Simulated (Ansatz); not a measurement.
Level of theory: DFT PBE, scalar-relativistic, plane waves, PAW in Ansatz 0.2.0. Settings: cutoff 420 eV, Γ-centred meshes spaced at most about 0.3 Å⁻¹ (2π included), Gaussian smearing. No spin polarisation.

All energies are static (0 K, no zero-point motion).

Compare these two cells of Si₄S, each relaxed at this level.

A.

Space group Cm (No. 8). a = 6.720 Å, b = 3.906 Å, c = 8.227 Å, α = 90.00°, β = 105.71°, γ = 90.00°
| atom | site | symmetry | x | y | z |
| --- | --- | --- | --- | --- | --- |
| Si | 2a | m | 0.7934 | 0.5000 | 0.4851 |
| Si | 2a | m | 0.6214 | 0.5000 | 0.9801 |
| Si | 2a | m | 0.2553 | 0.5000 | 0.8830 |
| Si | 2a | m | 0.1612 | 0.5000 | 0.5833 |
| S | 2a | m | 0.5787 | 0.5000 | 0.2315 |

B.

Space group Pmma (No. 51). a = 3.639 Å, b = 3.909 Å, c = 16.161 Å, α = 90.00°, β = 90.00°, γ = 90.00°
```
atom  site  symmetry       x       y       z
  Si    2e       mm2  0.7500  0.0000  0.2988
  Si    2f       mm2  0.7500  0.5000  0.2167
  Si    2f       mm2  0.7500  0.5000  0.8726
  Si    2e       mm2  0.7500  0.0000  0.9555
   S    2e       mm2  0.2500  0.0000  0.3790
```

Problem. Which is lower in energy, and by how much?

Solution. B is lower, by 57 meV/atom. A has space group Cm (No. 8), 20.8 Å³/atom and a gap of 0.53 eV on its mesh; B has space group Pmma (No. 51), 23.0 Å³/atom and a gap of 0.26 eV. A and B both hold Si–Si nets. In A, around Si on its first site lie 1 S at 2.19 Å and 3 Si at 2.38 Å; Si on its second site has 1 S at 2.16 Å and 3 Si at 2.37–2.38 Å; S has 2 Si at 2.16–2.19 Å; 2 more sites not described. In B, Si on its first site is surrounded by 2 S at 2.23 Å and 2 Si at 2.36 Å; Si on its second site is surrounded by 4 Si at 2.32–2.36 Å; S has 2 Si at 2.23 Å; 2 more sites not described. Both come from invented guesses.

No dispersion correction is applied, so the spacing and binding between layers, chains or molecules are poorly described (Pmma), and this can change margins and order among such cells. Kohn–Sham gaps at this level usually fall short of measured ones. Cells relaxed within their symmetry can be saddle points.
